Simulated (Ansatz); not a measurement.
An 8-atom cell of SnSe started from a crystallographic database, relaxed with r2SCAN+rVV10. Space group Pnma (No. 62), orthorhombic; a = 11.579 Å, b = 4.127 Å, c = 4.567 Å in the conventional setting, 27.28 Å³ an atom. Around Sn lie 3 Se at 2.75–2.77 Å; around Se lie 3 Sn at 2.75–2.77 Å.

```xyz
8
Lattice="11.5795 0.0000 0.0000 0.0000 4.1271 0.0000 0.0000 0.0000 4.5667" Properties=species:S:1:pos:R:3 pbc="T T T"
Sn    1.3755    1.0318    0.5157
Sn    4.4142    3.0954    2.7991
Sn    7.1652    1.0318    1.7676
Sn   10.2040    3.0954    4.0510
Se    4.0893    1.0318    0.0547
Se    1.7004    3.0954    2.3381
Se    9.8791    1.0318    2.2286
Se    7.4902    3.0954    4.5120
```

4 runs of the PAW code Ansatz on this cell differ in the functional (and in the settings that go with it). Levels are in eV from each run's valence top; v1 is the last filled band, c1 the first empty one.

Run A, mean stress +0.4 GPa (compression positive):
```tsv
point	v2	v1	c1	c2
Γ	-0.86	-0.39	1.26	3.36
X	-0.58	-0.58	3.07	3.07
S	-1.23	-1.23	1.97	1.97
Y	-1.08	-1.08	1.60	1.60
```

Run B, mean stress -2.2 GPa (compression positive):
```tsv
point	v2	v1	c1	c2
Γ	-0.68	-0.31	0.77	2.69
X	-0.45	-0.45	2.48	2.48
S	-1.13	-1.13	1.44	1.44
Y	-0.97	-0.97	1.11	1.11
```

Run C, mean stress +0.4 GPa (compression positive):
```tsv
point	v2	v1	c1	c2
Γ	-0.95	-0.48	1.82	3.96
X	-0.67	-0.67	3.66	3.66
S	-1.31	-1.31	2.53	2.53
Y	-1.15	-1.15	2.16	2.16
```

Run D, mean stress 0.0 GPa (compression positive):
```tsv
point	v2	v1	c1	c2
Γ	-0.99	-0.49	1.99	4.18
X	-0.69	-0.69	3.86	3.86
S	-1.33	-1.33	2.73	2.73
Y	-1.17	-1.17	2.36	2.36
```

Task: Match the runs to LDA, HSE06, PBE0, r2SCAN0.

Result: A is HSE06, B is LDA, C is PBE0, D is r2SCAN0. In order of the gap: LDA 0.57, HSE06 1.06, PBE0 1.54, r2SCAN0 1.77 eV.

No spin polarisation and no zero-point or thermal motion.

No spin-orbit coupling is included; it can move band edges with weight on the heavy atoms by tenths of an eV.

The program warns that its thresholds are loose for a hybrid's stress.

The meshes of the hybrids are coarse, so their gaps aren't converged to the digits shown.
